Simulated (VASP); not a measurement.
Wanted: the native input for a VASP 6.6.1 run.

* Task: single point
* Functional: LDA
* Potentials or basis: VASP PAW LDA potentials, release 64 (Al)
* Cutoff: 520 eV
* k mesh: 18 × 18 × 18
* Occupations: gaussian, width 0.1 eV
* Spin: no spin polarisation
* Further INCAR settings: ALGO = Normal; EDIFF = 1e-07

The structure of Al lies in POSCAR:

```
Al                                      
1.0
    0.0000000000      1.9516751588      1.9516751588
    1.9516751588      0.0000000000      1.9516751588
    1.9516751588      1.9516751588      0.0000000000
  Al            
     1
Direct
     0.0000000000000000    0.0000000000000000    0.0000000000000000
```

The cell isn't the ideal one: a relaxed cell with its volume scaled by 0.94.

The input as run:

INCAR

```
SYSTEM = Al
  ALGO = Normal
  EDIFF = 1E-7
  ENCUT = 520
  GGA = CA
  ISIF = 2
  ISMEAR = 0
  LASPH = .TRUE.
  LCHARG = .FALSE.
  LREAL = .FALSE.
  LWAVE = .FALSE.
  NELM = 100
  PREC = Accurate
  SIGMA = 0.1
```

KPOINTS

```
k-points
0
G
  18 18 18
  0 0 0
```

Potentials or basis: VASP PAW LDA potentials, release 64 (Al).

Launch:

```sh
$ cat potpaw_LDA.64/Al/POTCAR > POTCAR
$ mpirun -np 1 vasp_std > vasp.out
```

Results of the run:

| Property | Result |
| --- | --- |
| Pressure | 5.9 GPa |
| Band gap on the k mesh | none (metal or under the smearing width) |

Run time: 4.2 s on 1 thread of Intel(R) Xeon(R) 6975P-C (Granite Rapids) (shared host), peak memory 0.13 GiB.
